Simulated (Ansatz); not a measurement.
Take a crystal in which Li has been replaced by K on all its sites, with the cell rescaled by a rough guess (in some cases also distorted within its space group) and nothing relaxed:

```
CELL_PARAMETERS angstrom
4.51142 0.00000 0.00000
-2.25571 3.90700 0.00000
0.00000 0.00000 7.30718
ATOMIC_POSITIONS crystal
K 0.66667 0.33333 0.87602
K 0.33333 0.66667 0.37602
Cl 0.66667 0.33333 0.49898
Cl 0.33333 0.66667 0.99898
```

Level of theory: DFT PBE, scalar-relativistic, plane waves, PAW (Ansatz 0.2.0).

Plane waves to 420 eV, a k mesh through Γ of 6×6×4 on the computed 4-atom cell and Gaussian smearing (0.02 eV); no spin polarisation.

Task: What pressure does the cell carry?

Result: The pressure is 7.3 GPa (positive in compression), so the cell would expand.

Task: Is it a metal on this mesh?

Result: No: the gap is 5.37 eV, the least direct gap 5.49 eV.

Task: What is its energy against the elements in their standard states?

Result: -1.709 eV/atom at this unrelaxed geometry, with the elements in the same functional.

This wurtzite form isn't the usual stable structure of the compound.